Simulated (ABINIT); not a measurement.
# W (Fm-3m) in ABINIT: relaxation of cell and atoms with PBEsol

Aim: the relaxation of cell and atoms of W with PBEsol.

Everything below comes from runs of ABINIT 10.8.3 (patched build). Logs are shortened: lines on timing, memory, paths and dates and some standing lists are left out, and cuts for length are marked. The log counts tension as positive stress, the text compression.

### Step 1. Starting point

It takes space group Fm-3m (No. 225, cubic). Conventional cell: a = 4.060 Å, b = 4.060 Å, c = 4.060 Å, α = 90.00°, β = 90.00°, γ = 90.00°. W (site symmetry m-3m) has 12 W at 2.87 Å as nearest neighbours.

This isn't the form of W at room conditions, which is bcc.

### Step 2. Relaxation of cell and atoms, PBEsol

run.abi

```
# Pseudopotentials
pp_dirpath "./"
pseudos "W.GGA_PBE-JTH.xml"

# Structure
acell 2.8708535316 2.8708535316 2.8708535316 Angstrom
rprim
     0.0000000000     0.7071067812     0.7071067812
     0.7071067812     0.0000000000     0.7071067812
     0.7071067812     0.7071067812     0.0000000000
ntypat 1
znucl 74
natom 1
typat 1
xred
     0.0000000000     0.0000000000     0.0000000000
chkprim 0
chksymtnons 0
tolsym 1.0e-6

# Plane-wave basis
ecut 16.0
pawecutdg 32.0
pawxcdev 0

# k points
kptopt 1
ngkpt 11 11 11
nshiftk 1
shiftk 0.0 0.0 0.0

# Exchange and correlation
ixc -116133

# Bands and occupations
nband 11
occopt 3
tsmear 0.05 eV

# SCF cycle
nstep 100
tolvrs 1.0e-9

# Output
iomode 3
prtwf 0
prtden 0
prteig 0
prtebands 0

# Relaxation
ionmov 22
ntime 60
tolmxf 0.0002
optcell 2
dilatmx 1.08
ecutsm 0.5
```

Potentials or basis: JTH PAW PBE v2.0.

Command:

```console
abinit run.abi > log 2>&1
```

run.abo:

```text
.Version 10.8.3 of ABINIT
 Symmetries : space group Fm -3 m (#225); Bravais cF (face-center cubic)
================================================================================
 Values of the parameters that define the memory need of the present run
     intxc =       0    ionmov =      22      iscf =      17    lmnmax =      18
     lnmax =       6     mgfft =      24  mpssoang =       3    mqgrid =    3001
     natom =       1  nloc_mem =       2    nspden =       1   nspinor =       1
    nsppol =       1      nsym =      48    n1xccc =       1    ntypat =       1
    occopt =       3   xclevel =       2
       mpw =         444          nfft =       13824          nkpt =          56
 PAW method is used; the additional fine FFT grid is defined by:
   mgfftf=        30    nfftf =     27000
================================================================================
================================================================================

--------------------------------------------------------------------------------
------------- Echo of variables that govern the present computation ------------
--------------------------------------------------------------------------------
 -outvars: echo values of preprocessed input variables --------
            acell      5.4251269223E+00  5.4251269223E+00  5.4251269223E+00 Bohr
              amu      1.83850000E+02
          chkprim           0
      chksymtnons           0
          dilatmx      1.08000000E+00
             ecut      1.60000000E+01 Hartree
           ecutsm      5.00000000E-01 Hartree
           ionmov          22
                       outvar_i_n : Printing only first  50 k-points.
              ixc     -116133
                       outvar_i_n : Printing only first  50 k-points.
         kptrlatt       11    0    0      0   11    0      0    0   11
          kptrlen      5.96763961E+01
            natom           1
            nband          11
            ngfft          24      24      24
          ngfftdg          30      30      30
             nkpt          56
            nstep         100
             nsym          48
            ntime          60
           ntypat           1
                       prtocc : prtvol=0, do not print more k-points.
           occopt           3
          optcell           2
        pawecutdg      3.20000000E+01 Hartree
         pawxcdev           0
           prtden           0
        prtebands           0
           prteig           0
            prtwf           0
            rprim      0.0000000000E+00  7.0710678120E-01  7.0710678120E-01
                       7.0710678120E-01  0.0000000000E+00  7.0710678120E-01
                       7.0710678120E-01  7.0710678120E-01  0.0000000000E+00
          spgroup         225
           tolmxf      2.00000000E-04
           tolsym      1.00000000E-06
           tolvrs      1.00000000E-09
           tsmear      1.83746611E-03 Hartree
            typat      1
           useylm           1
                       outvars : Printing only first  50 k-points.
            znucl       74.00000

================================================================================

 chkinp: Checking input parameters for consistency.

================================================================================
== DATASET  1 ==================================================================

--- !DatasetInfo
iteration_state: {dtset: 1, }
dimensions: {natom: 1, nkpt: 56, mband: 11, nsppol: 1, nspinor: 1, nspden: 1, mpw: 444, }
cutoff_energies: {ecut:  16.0, pawecutdg:  32.0, }
electrons: {nelect:   1.40000000E+01, charge:   0.00000000E+00, occopt:   3.00000000E+00, tsmear:   1.83746611E-03, }
meta: {optdriver: 0, ionmov: 22, optcell: 2, iscf: 17, paral_kgb: 0, }
...

 Real(R)+Recip(G) space primitive vectors, cartesian coordinates (Bohr,Bohr^-1):
 R(1)=  0.0000000  3.8361440  3.8361440  G(1)= -0.1303392  0.1303392  0.1303392
 R(2)=  3.8361440  0.0000000  3.8361440  G(2)=  0.1303392 -0.1303392  0.1303392
 R(3)=  3.8361440  3.8361440  0.0000000  G(3)=  0.1303392  0.1303392 -0.1303392
 Unit cell volume ucvol=  1.1290540E+02 bohr^3
 Angles (23,13,12)=  6.00000000E+01  6.00000000E+01  6.00000000E+01 degrees

 Coarse grid specifications (used for wave-functions):

 getcut: wavevector=  0.0000  0.0000  0.0000  ngfft=  24  24  24
         ecut(hartree)=     18.662   => boxcut(ratio)=   2.27485

 getcut : COMMENT -
  Note that boxcut > 2.2 ; recall that boxcut=Gcut(box)/Gcut(sphere) = 2
  is sufficient for exact treatment of convolution.
  Such a large boxcut is a waste : you could raise ecut
  e.g. ecut=   24.144179 Hartrees makes boxcut=2

 Fine grid specifications (used for densities):

 getcut: wavevector=  0.0000  0.0000  0.0000  ngfft=  30  30  30
         ecut(hartree)=     37.325   => boxcut(ratio)=   2.01293

--- Pseudopotential description ------------------------------------------------
- pspini: atom type   1  psp file is ./W.GGA_PBE-JTH.xml
 Pseudopotential format is: paw10
 basis_size (lnmax)=  6 (lmn_size= 18), orbitals=   0   0   1   1   2   2
 Spheres core radius: rc_sph= 2.41188978
 Shapefunction is BESSEL type: shapef(r,l)=aa(1,l)*jl(q(1,l)*r)+aa(2,l)*jl(q(2,l)*r)
 Radius for shape functions =  2.10354610
 Compensation charge density is not taken into account in XC energy/potential

   6.59015510E+02                                ecore*ucvol(ha*bohr**3)
--------------------------------------------------------------------------------

================================================================================

=== [ionmov=22] Limited-memory Broyden-Fletcher-Goldfarb-Shanno method
================================================================================

--- Iteration: ( 1/60) Internal Cycle: (1/1)
--------------------------------------------------------------------------------

---SELF-CONSISTENT-FIELD CONVERGENCE--------------------------------------------

--- !BeginCycle
iteration_state: {dtset: 1, itime: 1, icycle: 1, }
solver: {iscf: 17, nstep: 100, nline: 4, wfoptalg: 10, }
tolerances: {tolvrs: 1.00E-09, }
...
[... 328 lines left out ...]
  0.00000000000000E+00  3.78229745407240E+00  3.78229745407240E+00
  3.78229745407240E+00  0.00000000000000E+00  3.78229745407240E+00
  3.78229745407240E+00  3.78229745407240E+00  0.00000000000000E+00
 Unitary Cell Volume (ucvol) [Bohr^3]=  1.08217385392597E+02
 Angles (23,13,12)= [degrees]
  6.00000000000000E+01  6.00000000000000E+01  6.00000000000000E+01
 Lengths [Bohr]
  5.34897635647841E+00  5.34897635647841E+00  5.34897635647841E+00
 Stress tensor in cartesian coordinates (strten) [Ha/bohr^3]
  2.78734762854116E-07  0.00000000000000E+00  0.00000000000000E+00
  0.00000000000000E+00  2.78734762854116E-07  0.00000000000000E+00
  0.00000000000000E+00  0.00000000000000E+00  2.78734762867994E-07
 Total energy (etotal) [Ha]= -6.90785837637587E+01

 Difference of energy with previous step (new-old):
           Absolute (Ha)=-2.15588E-06
           Relative     =-3.12091E-08

 At Broyd/MD step   4, gradients are converged :
  max grad (force/stress) = 2.7873E-05 < tolmxf= 2.0000E-04 ha/bohr (free atoms)

================================================================================

 ----iterations are completed or convergence reached----

 Mean square residual over all n,k,spin=   22.917E-11; max=  14.082E-08
 reduced coordinates (array xred) for    1 atoms
       0.000000000000      0.000000000000      0.000000000000
 rms dE/dt=  0.0000E+00; max dE/dt=  0.0000E+00; dE/dt below (all hartree)
    1       0.000000000000      0.000000000000      0.000000000000

 cartesian coordinates (angstrom) at end:
    1      0.00000000000000     0.00000000000000     0.00000000000000

 cartesian forces (hartree/bohr) at end:
    1     -0.00000000000000    -0.00000000000000    -0.00000000000000
 frms,max,avg= 0.0000000E+00 0.0000000E+00   0.000E+00  0.000E+00  0.000E+00 h/b

 cartesian forces (eV/Angstrom) at end:
    1     -0.00000000000000    -0.00000000000000    -0.00000000000000
 frms,max,avg= 0.0000000E+00 0.0000000E+00   0.000E+00  0.000E+00  0.000E+00 e/A
 length scales=  5.348976356478  5.348976356478  5.348976356478 bohr
              =  2.830556387587  2.830556387587  2.830556387587 angstroms
 Fermi (or HOMO) energy (hartree) =   0.33068   Average Vxc (hartree)=  -0.48954
 Eigenvalues (hartree) for nkpt=  56  k points:
 kpt#   1, nband= 11, wtk=  0.00075, kpt=  0.0000  0.0000  0.0000 (reduced coord)
  -2.37429   -1.03600   -1.03600   -1.03600   -0.00387    0.30967    0.30967    0.30967
   0.42801    0.42801    0.81476
      occupation numbers for kpt#   1
   2.00000    2.00000    2.00000    2.00000    2.00000    1.99998    1.99998    1.99998
   0.00000    0.00000    0.00000
 prteigrs : prtvol=0 or 1, do not print more k-points.

--- !EnergyTerms
iteration_state     : {dtset: 1, itime: 4, icycle: 1, }
comment             : Components of total free energy in Hartree
kinetic             :  6.81379042337600E+00
hartree             :  1.01076544124686E+01
xc                  : -7.60416474892404E+00
Ewald energy        : -5.93972960507607E+01
psp_core            :  6.08973787226817E+00
local_psp           : -2.84117930992556E+01
PAW spherical_terms :  3.32379793580673E+00
internal            : -6.90782732550209E+01
'-kT*entropy'       : -2.96030370976171E-04
total_energy        : -6.90785692853918E+01
total_energy_eV     : -1.87972363014456E+03
...

--- !EnergyTermsDC
iteration_state     : {dtset: 1, itime: 4, icycle: 1, }
comment             : '"Double-counting" decomposition of free energy'
band_energy         : -9.70441894728068E+00
Ewald energy        : -5.93972960507607E+01
psp_core            :  6.08973787226817E+00
xc_dc               : -1.34442414271052E+01
PAW spherical_terms :  7.37793081949062E+00
internal            : -6.90782877333877E+01
'-kT*entropy'       : -2.96030370976171E-04
total_energy_dc     : -6.90785837637587E+01
total_energy_dc_eV  : -1.87972402412099E+03
...

--- !EnergyTermsWithPAWCore
iteration_state     : {dtset: 1, itime: 4, icycle: 1, }
comment             : 'Components of total free energy, including PAW core contributions'
Total energy        : -1.61382412364308E+04
Total energy DC     : -1.61382412509092E+04
Total energy (eV)   : -4.39143915615337E+05
Total energy DC (eV): -4.39143916009313E+05
...

 Cartesian components of stress tensor (hartree/bohr^3)
  sigma(1 1)=  2.78734763E-07  sigma(3 2)=  0.00000000E+00
  sigma(2 2)=  2.78734763E-07  sigma(3 1)=  0.00000000E+00
  sigma(3 3)=  2.78734763E-07  sigma(2 1)=  0.00000000E+00

-Cartesian components of stress tensor (GPa)         [Pressure= -8.2007E-03 GPa]
- sigma(1 1)=  8.20065985E-03  sigma(3 2)=  0.00000000E+00
- sigma(2 2)=  8.20065985E-03  sigma(3 1)=  0.00000000E+00
- sigma(3 3)=  8.20065985E-03  sigma(2 1)=  0.00000000E+00

== END DATASET(S) ==============================================================
================================================================================

 -outvars: echo values of variables after computation  --------
            acell      5.3489763565E+00  5.3489763565E+00  5.3489763565E+00 Bohr
           etotal     -6.9078583764E+01
            fcart     -0.0000000000E+00 -0.0000000000E+00 -0.0000000000E+00
            rprim      0.0000000000E+00  7.0710678119E-01  7.0710678119E-01
                       7.0710678119E-01  0.0000000000E+00  7.0710678119E-01
                       7.0710678119E-01  7.0710678119E-01  0.0000000000E+00
           strten      2.7873476285E-07  2.7873476285E-07  2.7873476287E-07
                       0.0000000000E+00  0.0000000000E+00  0.0000000000E+00
 Calculation completed.
```

Run time: 27 s. Hardware: 1 thread of Intel Xeon 6975P-C (Granite Rapids), shared host; peak memory 0.1 GiB.

Results:

- Free energy: -1879.7240 eV
- Relaxed volume: 16.04 Å³/atom
- Relaxed cell: a = 2.831 Å, b = 2.831 Å, c = 2.831 Å, α = 60.00°, β = 60.00°, γ = 60.00°
- Space group after relaxing (to 0.05 Å): Fm-3m (No. 225)
- Energy gained by relaxing: 27.3 meV/atom
- Ionic steps: 4
- Pressure after relaxing: 0.0 GPa
- Band gap on the k mesh: none (metal or under the smearing width)
- Valence electrons inside the program's atomic spheres: W 11.74 (radii [1.2763] Å)

Step by step:
```
step  energy change (eV)  largest force (eV/Å)  pressure (GPa)  volume (Å³)
   1              0.0000                0.0000          -12.11        16.73
   2             -0.0269                0.0000           -1.62        16.12
   3             -0.0272                0.0000            0.13        16.03
   4             -0.0273                0.0000           -0.01        16.04
```

Final structure:
```
W
1.0
     0.00000    2.00151    2.00151
     2.00151    0.00000    2.00151
     2.00151    2.00151    0.00000
W
1
Direct
  0.00000 0.00000 0.00000
```

Levels at points of the mesh, in eV from the Fermi level:
```csv
k point,band 3,band 4,band 5,band 6,band 7,band 8,band 9,band 10,band 11
"(0.00, 0.00, 0.00)",-37.19,-37.19,-9.10,-0.57,-0.57,-0.57,2.65,2.65,13.17
```

Caveat: the PAW data sets were made with another functional, which shifts forces and pressure a little.
